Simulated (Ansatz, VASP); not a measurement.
**One calculation of Pd, two programs**

File INCAR:

```
  ALGO = Normal
  EDIFF = 1E-6
  ENCUT = 520
  GGA = CA
  GGA_COMPAT = F
  ISIF = 2
  ISMEAR = -1
  LASPH = T
  LCHARG = T
  LMAXMIX = 4
  LORBIT = 11
  LORBMOM = T
  LREAL = F
  LSORBIT = T
  LVHAR = T
  LWAVE = F
  MAGMOM = 0 0 0
  NBANDS = 21
  NELM = 150
  PREC = Accurate
  SIGMA = 0.05
```

Contents of KPOINTS:

```
k-points
0
Gamma
  12 12 12
```

Contents of POSCAR:

```
Pd
1.0
    0.0000000000      1.9334358480      1.9334358480
    1.9334358480      0.0000000000      1.9334358480
    1.9334358480      1.9334358480      0.0000000000
Pd
1
Direct
    0.0000000000      0.0000000000      0.0000000000
```

File input.yaml:

```yaml
crystal:
  lattice:
    - [0.0, 1.933435848, 1.933435848]
    - [1.933435848, 0.0, 1.933435848]
    - [1.933435848, 1.933435848, 0.0]
  atoms:
    - { symbol: Pd, position: [0.0, 0.0, 0.0] }
hamiltonian:
  xc: lda
  pseudopotentials: { kind: paw_fr }
magnetization:
  noncollinear: true
  spin_orbit: true
kpoints:
  mp_grid: { grid: [12, 12, 12] }
scf:
  occupations: { method: fermi_dirac, width: 0.05 }
output:
  forces: true
  stress: true
  eigenvalues: true
  write_density: true
  write_potential: true
  elf: true
  volumetric_format: npy
```

Alike in both runs: task single point; functional LDA; k mesh 12 × 12 × 12; occupations fermi-dirac, width 0.05 eV; non-collinear spin, spin-orbit coupling.

|  | VASP | Ansatz |
| --- | --- | --- |
| version | VASP 6.6.1 | Ansatz 0.2.0 |
| potentials or method | VASP PAW LDA potentials, release 64 (Pd) | Ansatz PAW |
| plane-wave cutoff (eV) | 520 | 420 |
| valence electrons in the cell | 10 | 18 |

```csv
,VASP,Ansatz,Ansatz less VASP
gap on the k mesh at the Fermi level (eV),none,none,-
pressure (GPa),-4.5,-4.7,-0.23
net moment per atom (μB),0.00,0.00,0.000
```

A gap of «none» marks a metal or a gap that the smearing closes. The two sets of potentials don't hold the same shells in valence.

Caveats: the PAW data sets come from PBE, with cores solved anew for the run's functional, which leaves a small shift of forces and pressure (Ansatz).
